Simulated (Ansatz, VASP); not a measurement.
# Two plane-wave programs on Ir

```
CELL_PARAMETERS angstrom
0.00000 2.22341 1.51126
2.22341 0.00000 1.51126
2.22341 2.22341 0.00000
ATOMIC_POSITIONS crystal
Ir 0.00000 0.00000 0.00000
```

Alike in both runs: task single point; functional LDA; k mesh 22 × 22 × 22; occupations gaussian, width 0.15 eV; no spin polarisation.

|  | VASP | Ansatz |
| --- | --- | --- |
| version | VASP 6.6.1 | Ansatz 0.2.0 |
| potentials or method | VASP PAW LDA potentials, release 64 (Ir) | scalar-relativistic, plane waves, PAW |
| plane-wave cutoff (eV) | 520 | 420 |
| valence electrons in the cell | 9 | 17 |

Ansatz gave:

```
gap on the k mesh at the Fermi level (eV)       : none
pressure (GPa)                                  : -14.3
largest component of the traceless stress (GPa) : 13.85
```

Which values does VASP return?

gap on the k mesh at the Fermi level (eV): none; pressure (GPa): -12.4; largest component of the traceless stress (GPa): 13.43.

A gap of «none» marks a metal or a gap that the smearing closes. The two sets of potentials don't hold the same shells in valence. Ansatz warned: «pseudo_functional_mismatch».

Spin-orbit coupling is left out, which matters for the levels of Ir.
